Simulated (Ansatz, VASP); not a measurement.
**Al2Cu: VASP beside Ansatz**

Contents of INCAR:

```
SYSTEM = Al2Cu
ALGO = Normal
EDIFF = 1E-7
ENCUT = 520
ISIF = 2
ISMEAR = 0
LASPH = .TRUE.
LCHARG = .TRUE.
LELF = .TRUE.
LREAL = .FALSE.
LVHAR = .TRUE.
LWAVE = .FALSE.
NBANDS = 16
NELM = 60
PREC = Accurate
SIGMA = 0.15
```

File KPOINTS:

```
k-points
0
G
  10 10 14
  0 0 0
```

Contents of POSCAR:

```
Al2Cu
1.0
    4.0422638858      0.0000000000      0.0000000000
    0.0000000000      4.0422638858      0.0000000000
    0.0000000000      0.0000000000      2.6709000000
Al Cu
2 1
Direct
    0.5000000000      0.0000000000      0.5000000000
    0.0000000000      0.5000000000      0.5000000000
    0.0000000000      0.0000000000      0.0000000000
```

Input for Ansatz:

```yaml
crystal:
  lattice:
    - [4.0422638858, 0.0, 0.0]
    - [0.0, 4.0422638858, 0.0]
    - [0.0, 0.0, 2.6709]
  atoms:
    - { symbol: Al, position: [0.5, 0.0, 0.5] }
    - { symbol: Al, position: [0.0, 0.5, 0.5] }
    - { symbol: Cu, position: [0.0, 0.0, 0.0] }
basis:
  ecutwfc: 520.0
kpoints:
  mp_grid: { grid: [10, 10, 14] }
hamiltonian:
  xc: lda
  pseudopotentials: { kind: paw, azcp: { folder: soft_1 } }
scf:
  occupations: { method: gaussian, width: 0.15 }
output:
  forces: true
  stress: true
  eigenvalues: true
```

Alike in both runs: task single point; functional LDA; k mesh 10 × 10 × 14; occupations gaussian, width 0.15 eV; no spin polarisation.

|  | VASP | Ansatz |
| --- | --- | --- |
| version | VASP 6.6.1 | Ansatz 0.2.0 |
| potentials or method | VASP PAW LDA potentials, release 64 (Al, Cu) | scalar-relativistic, plane waves, PAW |
| plane-wave cutoff (eV) | 520 | 520 |
| valence electrons in the cell | 17 | 25 |

Ansatz gave:

- gap on the k mesh at the Fermi level (eV): none
- pressure (GPa): 7.1
- largest component of the traceless stress (GPa): 3.98

Task: What did VASP give for the same quantities?

Result: gap on the k mesh at the Fermi level (eV): none; pressure (GPa): 7.4; largest component of the traceless stress (GPa): 3.91.

A gap of «none» marks a metal or a gap that the smearing closes. The two sets of potentials don't hold the same shells in valence. Ansatz warned: «pseudo_functional_mismatch».
